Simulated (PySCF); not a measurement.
# `C1=CCC=C1`, C5H6

Cartesian coordinates in Å; atom numbers follow the order of the lines, from 1:
```xyz
11

C    -1.1120    0.7498   -0.1885
C     0.1740    1.1604   -0.1409
C     1.0545   -0.0218    0.1093
C     0.0934   -1.1638    0.1972
C    -1.1622   -0.6976    0.0220
H    -1.9846    1.3838   -0.3563
H     0.5370    2.1817   -0.2619
H     1.6481    0.0925    1.0363
H     1.7963   -0.1652   -0.6993
H     0.3850   -2.1995    0.3757
H    -2.0775   -1.2923    0.0330
```

Method: PySCF, GIAO B3LYP/MINI magnetisability, rotational g tensor and spin-rotation constants, non-relativistic, gas phase. Geometry: PBE0-D3(BJ)/def2-SVP.

Problem. How diamagnetic is it, and how anisotropic?

Solution. Isotropic -910 × 10⁻³⁰ J/T², or -54.8 × 10⁻⁶ cm³/mol; principal values -1248, -751, -730 × 10⁻³⁰ J/T², anisotropy 508 × 10⁻³⁰ J/T² (root of half the summed squared differences of the principal values). The susceptibility is in cgs units.

Problem. Split it along the inertial axes a, b, c into diamagnetic and paramagnetic parts about the centre of mass, with the quadrupole moment.

Solution. 
| axis | χ (10⁻⁶ cm³/mol) | diamagnetic (10⁻⁶ cm³/mol) | paramagnetic (10⁻⁶ cm³/mol) | summed x² of all electrons (Å²) | quadrupole Θ (D Å) |
| --- | --- | --- | --- | --- | --- |
| a | -44.0 | -223.6 | 179.6 | 43.4 | +1.72 |
| b | -45.2 | -224.6 | 179.4 | 43.2 | +3.67 |
| c | -75.2 | -367.6 | 292.4 | 9.5 | -5.39 |

Anisotropies 2χaa − χbb − χcc = +32.5 and 2χbb − χaa − χcc = +28.7 × 10⁻⁶ cm³/mol. Θ is traceless in Buckingham's convention.

Problem. And the rotational g tensor?

Solution. 
| axis | rotational constant (GHz) | g | nuclear part | electronic part |
| --- | --- | --- | --- | --- |
| a | 8.4669 | -0.0724 | 0.6422 | -0.7146 |
| b | 8.2677 | -0.0702 | 0.6264 | -0.6967 |
| c | 4.2941 | +0.0347 | 0.6245 | -0.5898 |

Asymmetric top; isotopes 12C, 1H; no vibrational averaging.
